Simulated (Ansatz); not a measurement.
**Energy ranking of CdSe₄ structures**

Computed with DFT PBE, scalar-relativistic, plane waves, PAW in Ansatz 0.2.0. Settings: cutoff 420 eV, Γ-centred meshes spaced at most about 0.3 Å⁻¹, and about 0.25 Å⁻¹ or finer for metals (2π included), Gaussian smearing. No spin polarisation.

Energies over the elements count from the elements' standard structures at the same level, with no fitted energy shifts.

All energies are static (0 K, no zero-point motion). Only the structures computed here compete, so a lower one can exist. Weakly bound directions are ill-defined at this level, which has no dispersion term (I4/mmm), and this can change margins and order among such cells. The reference form of Se is held partly by dispersion forces, which this level lacks.

Invented guesses were relaxed alike, and ends that match in structure were merged. ΔE counts from the first row. Coordination counts Se atoms around Cd (those within 1.25 times the shortest such distance or 1.15 times the sum of covalent radii). The ends were matched against large subsets of the Crystallography Open Database and the Materials Project, so a missing match doesn't prove that a structure is unreported.

```csv
#,reached from,type and space group,atoms,Å³/atom,coordination,ΔE (meV/atom),gap on mesh (eV),in databases
1,MnAu4 type (I4/m),I4/m (No. 87),5,30.3,Cd 4,0,0.00,no match
2,Co4H type (P-3m1),P-3m1 (No. 164),5,23.5,Cd 6,105,0.00,no match
3,PbF4 type (I4/mmm),I4/mmm (No. 139),5,28.3,Cd 4,236,0.00,no match
4,SnI4 type (P-43m),P-43m (No. 215),5,26.0,Cd 4,510,0.00,no match
5,Ni4N type (Pm-3m),Pm-3m (No. 221),5,27.7,Cd 6,801,0.00,no match
```

The lowest: Space group I4/m (No. 87), tetragonal, a = 8.314 Å, c = 4.377 Å. Around Cd lie 4 Se at 2.78 Å; Se has 2 Se at 2.51 Å and 1 Cd at 2.78 Å. Its energy over the elements is −0.01 eV/atom. The formation energy is too near zero to say whether this cell lies below the elements. An observed structure of this formula, if there is one, may be missing.

```cif
data_structure
_symmetry_space_group_name_H-M 'I4/m'
_symmetry_Int_Tables_number 87
_cell_length_a 8.3140
_cell_length_b 8.3140
_cell_length_c 4.3770
_cell_angle_alpha 90.000
_cell_angle_beta 90.000
_cell_angle_gamma 90.000
_cell_volume 302.55
loop_
_atom_site_label
_atom_site_type_symbol
_atom_site_symmetry_multiplicity
_atom_site_Wyckoff_symbol
_atom_site_fract_x
_atom_site_fract_y
_atom_site_fract_z
_atom_site_occupancy
Cd1 Cd 2 a 0.00000 0.00000 0.00000 1
Se1 Se 8 h 0.81774 0.71949 0.00000 1
```

The second: Space group P-3m1 (No. 164), trigonal, a = 3.889 Å, c = 8.963 Å. Cd has 6 Se at 2.80 Å; Se on its first site is surrounded by 3 Cd at 2.80 Å and 3 Se at 3.00 Å; Se on its second site is surrounded by 3 Se at 2.78 Å and 3 Se at 3.00 Å. Counting Se atoms around Cd, the first has Cd 4 and the second has Cd 6. The first holds Se–Se chains (shortest 2.51 Å); in the second the shortest Se–Se distance is 2.78 Å, near bonding range too. Cells relaxed within their symmetry can be saddle points. Some types were kept out of the candidates beforehand, so the set may lack a known form.
